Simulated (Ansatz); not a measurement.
## What is wrong with this input? (Zr₂N)

Intended: Zr₂N, r2SCAN, plane waves and PAW in Ansatz. The input:

```yaml
crystal:
  lattice:
    - [5.41300273, 0.0, 0.0]
    - [0.0, 5.41300273, 0.0]
    - [0.0, 0.0, 3.30778919]
  atoms:
    - { symbol: Zr, position: [0.3259762733, 0.3302880135, -0.0138191363] }
    - { symbol: Zr, position: [0.7508676848, 0.7159950624, 0.0077671073] }
    - { symbol: Zr, position: [0.736012676, 0.2045516556, 0.5031921235] }
    - { symbol: Zr, position: [0.1706450476, 0.768508377, 0.5176613548] }
    - { symbol: "N", position: [-0.0028484746, 0.0261731792, 0.0007240633] }
    - { symbol: "N", position: [0.4914629825, 0.5078844023, 0.5302345695] }
basis:
  ecutwfc: 500
kpoints:
  mp_grid: { grid: [4, 4, 6] }
hamiltonian:
  xc: r2scan
scf:
  occupations: { method: gaussian, width: 0.1 }
output:
  forces: true
  stress: true
  eigenvalues: true
relax:
  adjacent_minimum: "off"
  f_tol: 0.005
  max_steps: 1
  cell: { stress_tol: 0.05 }
```

Command:

```bash
ansatz run input.yaml --threads 1 --pin off --max-ram 2560MiB --backend cpu --events-out ev --progress --plain --runs-dir out
```

From the log (HF is the Harris–Foulkes energy, dr2 the density residual in eV):

```text
Pseudopotential: Zr, paw, valence charge 12, recommended cutoff 500 eV (meta_gga)
Pseudopotential: N, paw, valence charge 5, recommended cutoff 500 eV (meta_gga)
Crystal: 6 atoms, lattice volume = 96.920 Å³
Basis set: ecut = 500 eV, 2457 PW (Γ), exchange–correlation on 160×160×100 points (64 copies of the dense FFT grid, shifted against one another)
Bands: 35, of which v1, the nominal top of the filled ones, is band 29 counted from 1 (28 counted from 0)
Symmetry: 1 space group operations
Space group: P1 (ITA 1), of the structure as read, at distance tolerance 4.6e-5 Å
k-points: 52 of 96 (time reversal used)
PAW frozen core: Zr, regenerated for the run's functional (the file was generated under x = pbe(κ = 0.804, μ = 0.2195), c = pbe(β = 0.0667))
PAW frozen core: N, regenerated for the run's functional (the file was generated under x = pbe(κ = 0.804, μ = 0.2195), c = pbe(β = 0.0667))
Initial density: superposition of atomic densities, corrected by the library's trained network
SCF iter   1: HF=-17555.337818 eV  Δρ=1.46e-2  dr2=2.44e-1  dr2_τ=2.85e-1
SCF iter   2: HF=-17555.560666 eV  Δρ=8.18e-3  dr2=6.01e-2  dr2_τ=3.61e-3
SCF iter   3: HF=-17555.564960 eV  Δρ=2.45e-3  dr2=5.46e-3  dr2_τ=3.70e-4
SCF iter   4: HF=-17555.566451 eV  Δρ=9.76e-4  dr2=1.16e-3  dr2_τ=1.06e-4
   ...
SCF iter  10: HF=-17555.566498 eV  Δρ=1.49e-6  dr2=5.80e-9  dr2_τ=5.59e-10
SCF iter  11: HF=-17555.566498 eV  Δρ=3.55e-7  dr2=1.87e-10  dr2_τ=1.11e-11
SCF iter  12: F=-17555.566498 eV  HF=-17555.566498 eV  Δρ=1.21e-7  dr2=2.36e-11  dr2_τ=1.50e-12
SCF 1 converged in 12 iterations: F = -17555.566498 eV  dr2 = 2.36e-11
relax step   1: F+E_penalty+E_count = -17555.56649752 eV  Δ(F+E_penalty+E_count) = +0.000e0 eV  max|allowed force component| = 4.941e0 eV/Å  Δτ_max = 0.0000 Å  P = +8.126 GPa  Ω = 96.920 Å³  (12 SCF iters, accepted)
Step failed. What follows is not a result of the run: it is the report of the last solve that finished, which converged after 12 SCF iterations.
Free energy (F): -17555.566498 eV
E sigma→0 (E₀):  -17555.555176 eV
Entropy (-TS):   -0.022643 eV (-3.774 meV/atom)
Fermi energy:    15.011802 eV
--- Forces (eV/Å), atoms counted from 1 ---
  atom   1  Zr    -4.54288572    -2.57711352     1.93737936
  atom   2  Zr    -3.84930890    -1.17774786     0.18130966
  atom   3  Zr     4.94121934    -1.14667404    -0.03429711
  atom   4  Zr     2.56368693     3.48119670    -0.39324786
  atom   5  N      0.53770873    -0.01185217     0.18779488
  atom   6  N      0.34960086     1.43214637    -1.87894328
--- Stress (GPa, compression-positive) ---
        9.806553      -1.899135      -2.159056
       -1.899135       7.041010      -2.094094
       -2.159056      -2.094094       7.531346
  P = ⅓ Tr σ = 8.1263 GPa (81.263 kbar)
```

Problem. Why did this happen?

Solution. The fault is a relaxation cut at too few steps. Forces or stress still stood over their tolerances at the last step allowed. The cure is more steps.

The change to the input:

```diff
 relax:
-  max_steps: 1
+  max_steps: 100
```

Result of the mended run: a largest force of 0.001 eV/Å, no gap.

The mended run took 2.1 min on 1 thread of Intel(R) Xeon(R) 6975P-C (Granite Rapids) (shared host), peak memory 0.62 GiB.